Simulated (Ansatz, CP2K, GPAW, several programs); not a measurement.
# PbF2: cheap methods against density-functional theory

Aim: run PbF2 through methods of unlike cost and see what each gets, and at what price.

Computed with CP2K, Ansatz (versions at each run) (no spin polarisation, static lattice; gaps from single points on the cell relaxed beforehand with r²SCAN+rVV10, unless a step's input says otherwise).

**1. The starting structure**

Symmetry: Pnma, No. 62, orthorhombic system. Conventional cell: a = 6.350 Å, b = 3.858 Å, c = 7.616 Å, α = 90.00°, β = 90.00°, γ = 90.00°. Pb (site symmetry m) has 7 F at 2.44 to 2.64 Å as nearest neighbours. F (site symmetry m) has 4 Pb at 2.44 to 2.59 Å as nearest neighbours. Around F (site symmetry m) lie 3 Pb at 2.44 to 2.64 Å.

Structure file:

```
Pb F
1.0
     6.34966    0.00000    0.00000
     0.00000    3.85813    0.00000
     0.00000    0.00000    7.61561
Pb F
4 8
Direct
  0.74542 0.75000 0.10828
  0.25458 0.25000 0.89172
  0.75458 0.25000 0.60828
  0.24542 0.75000 0.39172
  0.14042 0.75000 0.06244
  0.85958 0.25000 0.93756
  0.35958 0.25000 0.56244
  0.64042 0.75000 0.43756
  0.53127 0.75000 0.84275
  0.46873 0.25000 0.15725
  0.96873 0.25000 0.34275
  0.03127 0.75000 0.65725
```

**Question.** The methods are PBE/DZVP, PBE/SZV, coarse PBE, PBE, r2SCAN. What gap does r2SCAN give on this cell, and which other methods (full PBE left aside) come nearest to r2SCAN and farthest in gap?

| quantity | value |
| --- | --- |
| r2SCAN | gap 4.69 eV |
| gap: nearest and farthest of the other methods | coarse PBE (-0.39 eV), PBE/SZV (-0.97 eV) |

For the gap, of the 3 methods compared (full PBE left aside), coarse PBE comes nearest to r2SCAN and PBE/SZV is farthest. A minimal basis or a coarse cutoff and mesh shifts results by its own error, so closeness to r2SCAN can be chance. No r2SCAN modulus is at hand, so moduli aren't ranked. CPU times run from 16 s (coarse PBE) to 2.4 min (r2SCAN). r2SCAN is a yardstick, not the truth: it usually gives gaps below the measured ones. Spin-orbit coupling is left out throughout.
